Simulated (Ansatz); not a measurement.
**Rhodium, hcp under LDA: ground state and equation of state**

The plan for rhodium in the hcp structure: relax it, solve it on a dense k-mesh, switch on spin-orbit coupling, then scale the cell to 7 volumes from 88 to 112 % of the relaxed one and try a fit of the equation of state. The k-meshes are 13×13×7 for the relaxation; 22×22×12 for the dense run; 13×13×7 for spin-orbit coupling; 15×15×8 for the volumes.

This is Rh in the hcp structure; at room conditions it is fcc.

Computed with Ansatz 0.2.0 (DFT LDA (PW92), plane waves (420 eV) with PAW, scalar-relativistic; PAW files made under PBE, frozen cores solved again for the functional, unless a step says otherwise).

## (1) The starting structure

The structure is hexagonal, space group P6_3/mmc (No. 194). Conventional cell: a = 2.689 Å, b = 2.689 Å, c = 4.391 Å, α = 90.00°, β = 90.00°, γ = 120.00°. Rh (site symmetry -6m2) is surrounded by 12 Rh at 2.69 Å.

Coordinates:

```cif
data_structure
_symmetry_space_group_name_H-M 'P 1'
_symmetry_Int_Tables_number 1
_cell_length_a 2.6892
_cell_length_b 2.6892
_cell_length_c 4.3915
_cell_angle_alpha 90.000
_cell_angle_beta 90.000
_cell_angle_gamma 120.000
_cell_volume 27.50
loop_
_atom_site_label
_atom_site_type_symbol
_atom_site_fract_x
_atom_site_fract_y
_atom_site_fract_z
_atom_site_occupancy
Rh1 Rh 0.33333 0.66667 0.25000 1
Rh2 Rh 0.66667 0.33333 0.75000 1
```

## (2) Geometry optimisation

input.yaml reads:

```yaml
crystal:
  lattice:
    - [2.6891940459, 0.0, 0.0]
    - [-1.3445970229, 2.3289103594, 0.0]
    - [0.0, 0.0, 4.3914538769]
  atoms:
    - { symbol: Rh, position: [0.3333333333, 0.6666666667, 0.25] }
    - { symbol: Rh, position: [0.6666666667, 0.3333333333, 0.75] }
hamiltonian:
  xc: lda
  pseudopotentials:
    kind: paw
    azcp:
      Rh: "pseudopotentials/Rh.paw.azcp"
basis:
  ecutwfc: 420
  fft_grid_basis: typed
kpoints:
  mp_grid: { grid: [13, 13, 7], shift: [0, 0, 0] }
magnetization:
  spin_polarized: false
scf:
  occupations: { method: fermi_dirac, width: 0.1 }
relax:
  max_steps: 60
  f_tol: 0.01
  cell: {}
```

Log, shortened:

```text
Warning: <dir> the record states the generating functional pbe (its physics header spells it `PBE`), which answers neither for hamiltonian.xc's functional nor for the lda family's — results may be inconsistent (PPs are generated against a specific XC)
Warning: RAYON_NUM_THREADS=2 ignored (pool sized by the plan → 2); use --threads N
[...]
Pseudopotentials: kind: paw
Pseudopotential: Rh, paw, valence charge 17, recommended cutoff 420 eV (normal), <dir>
Functional definition: SPW92
[...]
Crystal: 2 atoms, lattice volume = 27.503 Å³
Basis set: ecut = 420 eV, 549 PW (Γ)
Bands: 21, of which v1, the nominal top of the filled ones, is band 17 counted from 1 (16 counted from 0)
Symmetry: 24 space group operations
Space group: P63/mmc (ITA 194), of the structure as read, at distance tolerance 3.0e-5 Å
k-points: 84 of 1183
[...]
SCF iter   1: F=—  HF=-12557.237713 eV  |F-HF|=—  |Δ(HF+E_count)|=         —  Δρ=1.30e-2  dr2=2.42e-2  ethr=1.77e-3  ⟨swp⟩=4.8  Hψ=6835  notcnv=0
[...]
relax step   1: F+E_penalty+E_count = -12557.23238307 eV  Δ(F+E_penalty+E_count) = +0.000e0 eV  max|allowed force component| = 2.082e-17 eV/Å  Δτ_max = 0.0000 Å  P = -9.758 GPa  Ω = 27.503 Å³  (6 SCF iters, dr2 threshold 1.00e-7 eV, accepted)
[...]
relax step   5: F+E_penalty+E_count = -12557.26436452 eV  Δ(F+E_penalty+E_count) = -2.392e-5 eV  max|allowed force component| = 1.156e-17 eV/Å  Δτ_max = 0.0000 Å  P = +0.003 GPa  Ω = 26.585 Å³  energy of the carried Pulay correction = +5.405e-4 eV  (6 SCF iters, dr2 threshold 1.67e-7 eV, accepted)
[...]
relax step   6: F+E_penalty+E_count = -12557.26386987 eV  Δ(F+E_penalty+E_count) = +4.946e-4 eV  max|allowed force component| = 1.619e-17 eV/Å  Δτ_max = 0.0000 Å  P = -0.011 GPa  Ω = 26.585 Å³  stress off target by 2.23e-2 GPa  SCF on the basis re-selected at this cell (its energy is not [...]
SCF converged after 9 iterations
Free energy (F): -12557.263870 eV
[...]
E sigma→0 (E₀):  -12557.210975 eV
Entropy (-TS):   -0.105789 eV (-52.895 meV/atom)
Fermi energy:    23.170897 eV
[...]
--- Forces (eV/Å), atoms counted from 1 ---
  atom   1  Rh     0.00000000     0.00000000     0.00000000
  atom   2  Rh    -0.00000000     0.00000000     0.00000000
[...]
--- Stress (GPa, compression-positive) ---
       -0.004981       0.000000       0.000000
        0.000000      -0.004981       0.000000
        0.000000       0.000000      -0.022296
  P = ⅓ Tr σ = -0.0108 GPa (-0.108 kbar)
--- Relaxed structure (5 steps of the walk, 5 accepted, 1 SCFs on fresh bases) ---
  F+E_penalty+E_count = -12557.26386987 eV   max|allowed force component| = 1.619e-17 eV/Å   (the final SCF, on the basis selected at the relaxed cell)
  cell:  # Å, volume = 26.5852 Å³
    - [2.6696811773268223, -2.865801923614183e-11, 0.0]
    - [-1.3348405886385926, 2.3120117195845062, 0.0]
    - [0.0, 0.0, 4.307156106447243]
  atoms:
    - { symbol: Rh, position: [0.33333333333333326, 0.6666666666666665, 0.24999999999999994] }
    - { symbol: Rh, position: [0.6666666666666665, 0.33333333333333326, 0.75] }
```

Wall time 4.6 s (2 threads of an x86-64 CPU, shared host); peak memory 0.36 GiB.

Relaxation path:

| step | energy change (meV/atom) | largest force (eV/Å) | pressure (GPa) | volume (Å³/atom) |
| --- | --- | --- | --- | --- |
| 1 | 0.00 | 0.0000 | -9.76 | 13.752 |
| 2 | -1.77 | 0.0000 | 11.16 | 12.863 |
| 3 | -15.84 | 0.0000 | -0.65 | 13.320 |
| 4 | -15.98 | 0.0000 | -0.02 | 13.293 |
| 5 | -15.99 | 0.0000 | 0.00 | 13.293 |
| 6 | -15.74 | 0.0000 | -0.01 | 13.293 |

Steps that repeat a cell are solved on a basis chosen anew, so their changes of energy are no gain of the relaxation.

The cell of the run, before and after:

|  | before | after | change |
| --- | --- | --- | --- |
| a (Å) | 2.689 | 2.670 | -0.7 % |
| b (Å) | 2.689 | 2.670 | -0.7 % |
| c (Å) | 4.391 | 4.307 | -1.9 % |
| volume (Å³/atom) | 13.752 | 13.293 | -3.3 % |
| shortest distance (Å) | 2.689 | 2.648 | -1.5 % |
| space group (spins left aside) | P6_3/mmc | P6_3/mmc | same |

## (3) The energy on a finer k-mesh

input.yaml reads:

```yaml
crystal:
  lattice:
    - [2.6696811773, 0.0, 0.0]
    - [-1.3348405886, 2.3120117196, 0.0]
    - [0.0, 0.0, 4.3071561064]
  atoms:
    - { symbol: Rh, position: [0.3333333333, 0.6666666667, 0.25] }
    - { symbol: Rh, position: [0.6666666667, 0.3333333333, 0.75] }
hamiltonian:
  xc: lda
  pseudopotentials:
    kind: paw
    azcp:
      Rh: "pseudopotentials/Rh.paw.azcp"
basis:
  ecutwfc: 420
  fft_grid_basis: typed
kpoints:
  mp_grid: { grid: [22, 22, 12], shift: [0, 0, 0] }
magnetization:
  spin_polarized: false
scf:
  occupations: { method: fermi_dirac, width: 0.1 }
output:
  write_density: true
  write_potential: true
  elf: true
  volumetric_format: npy
```

Log, shortened:

```text
Warning: <dir> the record states the generating functional pbe (its physics header spells it `PBE`), which answers neither for hamiltonian.xc's functional nor for the lda family's — results may be inconsistent (PPs are generated against a specific XC)
Warning: RAYON_NUM_THREADS=2 ignored (pool sized by the plan → 2); use --threads N
[...]
[... 3 set-up lines as earlier in the session ...]
[...]
Crystal: 2 atoms, lattice volume = 26.585 Å³
Basis set: ecut = 420 eV, 537 PW (Γ)
Bands: 21, of which v1, the nominal top of the filled ones, is band 17 counted from 1 (16 counted from 0)
[... 2 set-up lines as earlier in the session ...]
k-points: 364 of 5808
[...]
SCF iter   1: F=—  HF=-12557.269657 eV  |F-HF|=—  |Δ(HF+E_count)|=         —  Δρ=1.34e-2  dr2=2.30e-2  ethr=1.77e-3  ⟨swp⟩=4.8  Hψ=29749  notcnv=0
[...]
SCF iter   6: F=-12557.264590 eV  HF=-12557.264590 eV  |F-HF|=3.69e-10  |Δ(HF+E_count)|=   2.49e-9  Δρ=2.44e-6  dr2=5.56e-10  ethr=3.20e-11  ⟨swp⟩=1.0  Hψ=23446  notcnv=0
[...]
SCF converged after 6 iterations
Free energy (F): -12557.264590 eV
[...]
E sigma→0 (E₀):  -12557.213584 eV
Entropy (-TS):   -0.102013 eV (-51.007 meV/atom)
Fermi energy:    23.157375 eV
[...]
--- Band table (eV; the first three rows and the last of 364) ---
  k-point 0: bands = ["-55.7567", "-55.6179", "-24.1011", "-23.3591", "-23.3591", "-23.2443", "-23.2368", "-23.2368", "14.7477", "16.5969", "19.8765", "19.9263", "19.9263", "20.4910", "20.4910", "21.1110", "21.1110", "23.3086", "23.3086", "23.8161", "32.0692"]
[...]
```

It took 3.3 s on 2 threads of an x86-64 CPU, shared host; peak memory 0.44 GiB.

Density in a lattice plane of the grid's cell (edges 2.67 and 4.31 Å, at 0.333 of the third edge), which holds Rh.

Ten even steps from '0' (0.27 e/Å³) to '9' (14.22 e/Å³):
```
00000000000000
00000001222110
00000013455421
00000024788631
00000025899742
00000024788631
00000013455421
00000001222110
00000000000000
00000000000000
00000000000000
00000000000000
00000000000000
00110000000000
01111000000000
00110000000000
00000000000000
00000000000000
00000000000000
00000000000000
```
Columns run along the first of these edges and rows up along the second, over one cell in 14 and 20 even steps from the bottom left corner. Atoms in the plane (fractional): Rh at (0.67, 0.75).

ELF in the same plane.

Values, 12 rows by 8 columns:
```
0.23 0.25 0.24 0.25 0.41 0.52 0.49 0.34
0.29 0.25 0.24 0.39 0.67 0.75 0.73 0.59
0.35 0.26 0.26 0.47 0.73 0.77 0.77 0.67
0.29 0.25 0.24 0.39 0.67 0.75 0.73 0.59
0.23 0.25 0.24 0.25 0.41 0.52 0.49 0.34
0.25 0.23 0.23 0.25 0.23 0.22 0.22 0.24
0.23 0.23 0.23 0.24 0.26 0.26 0.26 0.25
0.29 0.38 0.37 0.27 0.23 0.26 0.25 0.23
0.35 0.47 0.45 0.32 0.23 0.25 0.24 0.23
0.29 0.38 0.37 0.27 0.23 0.26 0.25 0.23
0.23 0.23 0.23 0.24 0.26 0.26 0.26 0.25
0.25 0.23 0.23 0.25 0.23 0.22 0.22 0.24
```
Columns run along the first of these edges and rows up along the second, over one cell in 8 and 12 even steps from the bottom left corner. Atoms in the plane (fractional): Rh at (0.67, 0.75).

Both are smooth fields of the valence electrons: close to the nuclei they are not physical.

## (4) Spin-orbit coupling switched on

input.yaml, as its differences from that of step 3:

```diff
@@ -11,3 +11,3 @@
   pseudopotentials:
-    kind: paw
+    kind: paw_fr
     azcp:
@@ -18,11 +18,7 @@
 kpoints:
-  mp_grid: { grid: [22, 22, 12], shift: [0, 0, 0] }
+  mp_grid: { grid: [13, 13, 7], shift: [0, 0, 0] }
 magnetization:
-  spin_polarized: false
+  noncollinear: true
+  spin_orbit: true
 scf:
   occupations: { method: fermi_dirac, width: 0.1 }
-output:
-  write_density: true
-  write_potential: true
-  elf: true
-  volumetric_format: npy
```

Log, shortened:

```text
Warning: <dir> the record states the generating functional pbe (its physics header spells it `PBE`), which answers neither for hamiltonian.xc's functional nor for the lda family's — results may be inconsistent (PPs are generated against a specific XC)
Warning: RAYON_NUM_THREADS=2 ignored (pool sized by the plan → 2); use --threads N
[...]
Pseudopotentials: kind: paw_fr
Pseudopotential: Rh, paw_fr, valence charge 17, recommended cutoff 420 eV (normal), <dir>
[... 1 set-up line as earlier in the session ...]
[...]
non-collinear run that drives no moment, with spin-orbit: no starting moment large enough to seed its density (crystal.atoms[].spin), no starting occupations that ask for one, no magnetisation constraint and no magnetic field, so the semilocal B_xc is pinned to zero
Crystal: 2 atoms, lattice volume = 26.585 Å³
Basis set: ecut = 420 eV, 537 PW (Γ)
Bands: 42, of which v1, the nominal top of the filled ones, is band 34 counted from 1 (33 counted from 0)
Symmetry: 24 space group operations + 24 with time reversal
Magnetic group: BNS 194.264 (UNI 1494), of the structure as read, at distance tolerance 3.0e-5 Å
k-points: 84 of 1183
Projection manifold: j_resolved (fully-relativistic pseudo-atomic orbitals)
[...]
SCF iter   1: F=—  HF=-12562.000554 eV  |F-HF|=—  |Δ(HF+E_count)|=         —  Δρ=1.24e-1  dr2=3.85e0  dr2_m=0.00e0 (ungated)  ethr=3.10e-3  |M|=0.00e0 ∫|m|=0.00e0 μB  |m|>n=0.0e0 m-floor=0.0e0 τ_xc=0.0e0  β_m=0.30  ⟨swp⟩=8.3  Hψ=8660  notcnv=0  defer=2
[...]
SCF iter   6: F=-12560.770368 eV  HF=-12560.770368 eV  |F-HF|=2.14e-8  |Δ(HF+E_count)|=   9.35e-7  Δρ=1.32e-5  dr2=3.18e-8  dr2_m=0.00e0 (ungated)  ethr=2.94e-10  |M|=0.00e0 ∫|m|=0.00e0 μB  |m|>n=0.0e0 m-floor=0.0e0 τ_xc=0.0e0  ⟨swp⟩=1.2  Hψ=5615  notcnv=0
[...]
SCF converged after 6 iterations
Magnetization: |M| = 0.0000 μB,  M = (+0.0000, +0.0000, +0.0000) μB
Absolute magnetization: 0.0000 μB (∫|m|)
  site 0: m = (+0.0000, +0.0000, +0.0000) μB, |m| = 0.0000 μB  (R = 1.09 Å)
  site 1: m = (+0.0000, +0.0000, +0.0000) μB, |m| = 0.0000 μB  (R = 1.09 Å)
Free energy (F): -12560.770368 eV
[...]
E sigma→0 (E₀):  -12560.717676 eV
Entropy (-TS):   -0.105384 eV (-52.692 meV/atom)
Fermi energy:    23.181583 eV
[...]
```

It took 3.6 s on 2 threads of an x86-64 CPU, shared host; peak memory 0.45 GiB.

Side by side:

|  | scalar-relativistic | with spin-orbit coupling |
| --- | --- | --- |
| k-mesh | 22×22×12 | 13×13×7 |
| gap on the mesh | none (levels filled in part) | none (levels filled in part) |

The meshes differ, so small differences between the columns need not come from spin-orbit coupling.

## (5) At 88 % of the relaxed volume

input.yaml reads:

```yaml
crystal:
  lattice:
    - [2.558312681, 0.0, 0.0]
    - [-1.2791563405, 2.2155637726, 0.0]
    - [0.0, 0.0, 4.1274786592]
  atoms:
    - { symbol: Rh, position: [0.3333333333, 0.6666666667, 0.25] }
    - { symbol: Rh, position: [0.6666666667, 0.3333333333, 0.75] }
hamiltonian:
  xc: lda
  pseudopotentials:
    kind: paw
    azcp:
      Rh: "pseudopotentials/Rh.paw.azcp"
basis:
  ecutwfc: 420
  fft_grid_basis: typed
kpoints:
  mp_grid: { grid: [15, 15, 8], shift: [0, 0, 0] }
magnetization:
  spin_polarized: false
scf:
  occupations: { method: fermi_dirac, width: 0.1 }
  lower_state_search: "off"
output:
  stress: true
  write_density: true
  write_potential: true
  elf: true
  volumetric_format: npy
```

Log, shortened:

```text
Warning: <dir> the record states the generating functional pbe (its physics header spells it `PBE`), which answers neither for hamiltonian.xc's functional nor for the lda family's — results may be inconsistent (PPs are generated against a specific XC)
Warning: RAYON_NUM_THREADS=2 ignored (pool sized by the plan → 2); use --threads N
[...]
[... 3 set-up lines as earlier in the session ...]
[...]
Crystal: 2 atoms, lattice volume = 23.395 Å³
Basis set: ecut = 420 eV, 463 PW (Γ)
Bands: 21, of which v1, the nominal top of the filled ones, is band 17 counted from 1 (16 counted from 0)
[... 1 set-up line as earlier in the session ...]
Space group: P63/mmc (ITA 194), of the structure as read, at distance tolerance 2.9e-5 Å
k-points: 135 of 1800
[...]
SCF iter   1: F=—  HF=-12556.789033 eV  |F-HF|=—  |Δ(HF+E_count)|=         —  Δρ=1.54e-2  dr2=2.03e-2  ethr=1.77e-3  ⟨swp⟩=4.9  Hψ=11406  notcnv=0
[...]
SCF iter   6: F=-12556.784245 eV  HF=-12556.784245 eV  |F-HF|=1.78e-10  |Δ(HF+E_count)|=   2.17e-9  Δρ=1.73e-6  dr2=2.66e-10  ethr=2.25e-11  ⟨swp⟩=4.7  Hψ=16844  notcnv=0
[...]
SCF converged after 6 iterations
Free energy (F): -12556.784245 eV
[...]
E sigma→0 (E₀):  -12556.742737 eV
Entropy (-TS):   -0.083017 eV (-41.508 meV/atom)
Fermi energy:    27.232868 eV
[...]
--- Stress (GPa, compression-positive) ---
       54.610614      -0.000000       0.000000
       -0.000000      54.610614       0.000000
        0.000000       0.000000      55.659783
  P = ⅓ Tr σ = 54.9603 GPa (549.603 kbar)
--- Band table (eV; the first three rows and the last of 135) ---
  k-point 0: bands = ["-52.1585", "-51.9200", "-20.7271", "-19.5949", "-19.5949", "-19.4143", "-19.4125", "-19.4125", "17.8411", "19.4489", "23.2380", "23.2820", "23.2820", "23.9815", "23.9815", "24.7338", "24.7338", "27.4067", "27.4067", "27.8087", "37.5722"]
[...]
```

Run time: 1.6 s. Hardware: 2 threads of an x86-64 CPU, shared host; peak memory 0.37 GiB.

## (6) At 92 % of the relaxed volume

input.yaml, as its differences from that of step 5:

```diff
@@ -2,5 +2,5 @@
   lattice:
-    - [2.558312681, 0.0, 0.0]
-    - [-1.2791563405, 2.2155637726, 0.0]
-    - [0.0, 0.0, 4.1274786592]
+    - [2.5965020826, 0.0, 0.0]
+    - [-1.2982510413, 2.2486367646, 0.0]
+    - [0.0, 0.0, 4.1890919019]
   atoms:
```

Log, shortened:

```text
Warning: <dir> the record states the generating functional pbe (its physics header spells it `PBE`), which answers neither for hamiltonian.xc's functional nor for the lda family's — results may be inconsistent (PPs are generated against a specific XC)
Warning: RAYON_NUM_THREADS=2 ignored (pool sized by the plan → 2); use --threads N
[...]
[... 3 set-up lines as earlier in the session ...]
[...]
Crystal: 2 atoms, lattice volume = 24.458 Å³
Basis set: ecut = 420 eV, 465 PW (Γ)
Bands: 21, of which v1, the nominal top of the filled ones, is band 17 counted from 1 (16 counted from 0)
[... 2 set-up lines as earlier in the session ...]
k-points: 135 of 1800
[...]
SCF iter   1: F=—  HF=-12557.074787 eV  |F-HF|=—  |Δ(HF+E_count)|=         —  Δρ=1.47e-2  dr2=2.09e-2  ethr=1.77e-3  ⟨swp⟩=4.9  Hψ=11303  notcnv=0
[...]
SCF iter   6: F=-12557.069925 eV  HF=-12557.069925 eV  |F-HF|=2.42e-10  |Δ(HF+E_count)|=   1.87e-9  Δρ=2.06e-6  dr2=3.61e-10  ethr=2.34e-11  ⟨swp⟩=4.7  Hψ=16113  notcnv=0
[...]
SCF converged after 6 iterations
Free energy (F): -12557.069925 eV
[...]
E sigma→0 (E₀):  -12557.025346 eV
Entropy (-TS):   -0.089157 eV (-44.578 meV/atom)
Fermi energy:    25.754076 eV
[...]
--- Stress (GPa, compression-positive) ---
       31.903582       0.000000      -0.000000
       -0.000000      31.903582      -0.000000
       -0.000000      -0.000000      32.338505
  P = ⅓ Tr σ = 32.0486 GPa (320.486 kbar)
--- Band table (eV; the first three rows and the last of 135) ---
  k-point 0: bands = ["-53.4571", "-53.2591", "-21.9391", "-20.9598", "-20.9598", "-20.8051", "-20.8008", "-20.8008", "16.7089", "18.4181", "22.0251", "22.0716", "22.0716", "22.7212", "22.7212", "23.4242", "23.4242", "25.9223", "25.9223", "26.3514", "35.5769"]
[...]
```

It took 1.7 s on 2 threads of an x86-64 CPU, shared host; peak memory 0.36 GiB.

## (7) At 96 % of the relaxed volume

input.yaml, as its differences from that of step 6:

```diff
@@ -2,5 +2,5 @@
   lattice:
-    - [2.5965020826, 0.0, 0.0]
-    - [-1.2982510413, 2.2486367646, 0.0]
-    - [0.0, 0.0, 4.1890919019]
+    - [2.6335999817, 0.0, 0.0]
+    - [-1.3167999908, 2.2807644875, 0.0]
+    - [0.0, 0.0, 4.2489441583]
   atoms:
@@ -26,5 +26 @@
   stress: true
-  write_density: true
-  write_potential: true
-  elf: true
-  volumetric_format: npy
```

Log, shortened:

```text
Warning: <dir> the record states the generating functional pbe (its physics header spells it `PBE`), which answers neither for hamiltonian.xc's functional nor for the lda family's — results may be inconsistent (PPs are generated against a specific XC)
Warning: RAYON_NUM_THREADS=2 ignored (pool sized by the plan → 2); use --threads N
[...]
[... 3 set-up lines as earlier in the session ...]
[...]
Crystal: 2 atoms, lattice volume = 25.522 Å³
Basis set: ecut = 420 eV, 525 PW (Γ)
Bands: 21, of which v1, the nominal top of the filled ones, is band 17 counted from 1 (16 counted from 0)
[... 2 set-up lines as earlier in the session ...]
k-points: 135 of 1800
[...]
SCF iter   1: F=—  HF=-12557.225576 eV  |F-HF|=—  |Δ(HF+E_count)|=         —  Δρ=1.42e-2  dr2=2.23e-2  ethr=1.77e-3  ⟨swp⟩=4.8  Hψ=11204  notcnv=0
[...]
SCF iter   6: F=-12557.220503 eV  HF=-12557.220503 eV  |F-HF|=2.64e-10  |Δ(HF+E_count)|=   2.49e-9  Δρ=2.02e-6  dr2=3.91e-10  ethr=3.10e-11  ⟨swp⟩=1.7  Hψ=8940  notcnv=0
[...]
SCF converged after 6 iterations
Free energy (F): -12557.220503 eV
[...]
E sigma→0 (E₀):  -12557.172704 eV
Entropy (-TS):   -0.095599 eV (-47.799 meV/atom)
Fermi energy:    24.397545 eV
[...]
--- Stress (GPa, compression-positive) ---
       14.065436       0.000000       0.000000
        0.000000      14.065436       0.000000
        0.000000       0.000000      14.016184
  P = ⅓ Tr σ = 14.0490 GPa (140.490 kbar)
```

Wall time 1.1 s (2 threads of an x86-64 CPU, shared host); peak memory 0.36 GiB.

## (8) At 100 % of the relaxed volume

input.yaml, as its differences from that of step 7:

```diff
@@ -2,5 +2,5 @@
   lattice:
-    - [2.6335999817, 0.0, 0.0]
-    - [-1.3167999908, 2.2807644875, 0.0]
-    - [0.0, 0.0, 4.2489441583]
+    - [2.6696811773, 0.0, 0.0]
+    - [-1.3348405886, 2.3120117196, 0.0]
+    - [0.0, 0.0, 4.3071561064]
   atoms:
```

Log, shortened:

```text
Warning: <dir> the record states the generating functional pbe (its physics header spells it `PBE`), which answers neither for hamiltonian.xc's functional nor for the lda family's — results may be inconsistent (PPs are generated against a specific XC)
Warning: RAYON_NUM_THREADS=2 ignored (pool sized by the plan → 2); use --threads N
[...]
[... 3 set-up lines as earlier in the session ...]
[...]
Crystal: 2 atoms, lattice volume = 26.585 Å³
Basis set: ecut = 420 eV, 537 PW (Γ)
Bands: 21, of which v1, the nominal top of the filled ones, is band 17 counted from 1 (16 counted from 0)
[... 2 set-up lines as earlier in the session ...]
k-points: 135 of 1800
[...]
SCF iter   1: F=—  HF=-12557.270491 eV  |F-HF|=—  |Δ(HF+E_count)|=         —  Δρ=1.39e-2  dr2=2.45e-2  ethr=1.77e-3  ⟨swp⟩=4.8  Hψ=11055  notcnv=0
[...]
SCF iter   6: F=-12557.264960 eV  HF=-12557.264960 eV  |F-HF|=3.17e-10  |Δ(HF+E_count)|=   2.29e-9  Δρ=2.17e-6  dr2=4.63e-10  ethr=3.19e-11  ⟨swp⟩=1.6  Hψ=9027  notcnv=0
[...]
SCF converged after 6 iterations
Free energy (F): -12557.264960 eV
[...]
E sigma→0 (E₀):  -12557.213808 eV
Entropy (-TS):   -0.102303 eV (-51.152 meV/atom)
Fermi energy:    23.149161 eV
[...]
--- Stress (GPa, compression-positive) ---
        0.062566      -0.000000       0.000000
       -0.000000       0.062566       0.000000
        0.000000       0.000000      -0.366731
  P = ⅓ Tr σ = -0.0805 GPa (-0.805 kbar)
```

Run time: 1.4 s. Hardware: 2 threads of an x86-64 CPU, shared host; peak memory 0.35 GiB.

[end of part 1 of 2]
